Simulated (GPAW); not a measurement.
Write an ASE script for GPAW 26.7.0 that does the following.

```
Task                : equation of state
Functional          : PBEsol
Potentials or basis : PAW data sets generated in the run's folder for this functional
Cutoff              : 600 eV
Basis               : pw
k mesh              : 8 × 8 × 8
Occupations         : fermi-dirac, width 0.05 eV
Spin                : no spin polarisation
Maxiter             : 150
Eos scales          : [0.94, 0.96, 0.98, 1.0, 1.02, 1.04, 1.06]
```

The system is Ge.

```
CELL_PARAMETERS angstrom
0.00000 2.82891 2.82891
2.82891 0.00000 2.82891
2.82891 2.82891 0.00000
ATOMIC_POSITIONS crystal
Ge 0.75000 0.75000 0.75000
Ge 0.50000 0.50000 0.50000
```

These files were run (other wordings do the same):

run.py

```python
from ase import Atoms
from ase.eos import EquationOfState
from ase.io import Trajectory
from ase.units import GPa
from gpaw import GPAW, PW, setup_paths

setup_paths.insert(0, '.')

atoms = Atoms(['Ge', 'Ge'],
              cell=[[0.0, 2.82891, 2.82891],
                    [2.82891, 0.0, 2.82891],
                    [2.82891, 2.82891, 0.0]],
              scaled_positions=[[0.75, 0.75, 0.75],
                                [0.5, 0.5, 0.5]],
              pbc=True)

traj = Trajectory('eos.traj', 'w')
volumes, energies = [], []
for x in [0.94, 0.96, 0.98, 1.0, 1.02, 1.04, 1.06]:
    a = atoms.copy()
    a.set_cell(atoms.cell * x**(1 / 3), scale_atoms=True)
    calc = GPAW(mode=PW(600),
                xc='PBEsol',
                kpts={'size': (8, 8, 8), 'gamma': True},
                occupations={'name': 'fermi-dirac', 'width': 0.05},
                nbands=11,
                convergence={'density': 1e-05, 'energy': 1e-05},
                maxiter=150,
                txt=f'eos-{x:.2f}.txt')
    a.calc = calc
    energies.append(a.get_potential_energy(force_consistent=True))
    volumes.append(a.get_volume())
    p = -a.get_stress()[:3].mean() / GPa
    calc.write(f'eos-{x:.2f}.gpw')
    traj.write(a)
    print(f'{x:.2f} {volumes[-1]:10.4f} A^3 {energies[-1]:14.6f} eV {p:9.3f} GPa', flush=True)

v0, e0, B = EquationOfState(volumes, energies, eos='birchmurnaghan').fit()
print(f'V0 = {v0:.4f} A^3, E0 = {e0:.6f} eV, B0 = {B / GPa:.2f} GPa')
```

Potentials or basis: PAW data sets generated in the run's folder for this functional, pw.

Launch:

```console
$ gpaw-setup -f PBEsol Ge
$ OMP_NUM_THREADS=1 python run.py
```

Results of the run:

| Item | Value |
| --- | --- |
| Equilibrium volume | 22.96 Å³/atom |
| Bulk modulus | 67 GPa |
| Pressure derivative of the bulk modulus | 5.0 (rough: it moves with the points fitted) |

Run time: 59 s on 1 thread of Arm Neoverse V2, on a shared host, peak memory 0.23 GiB.
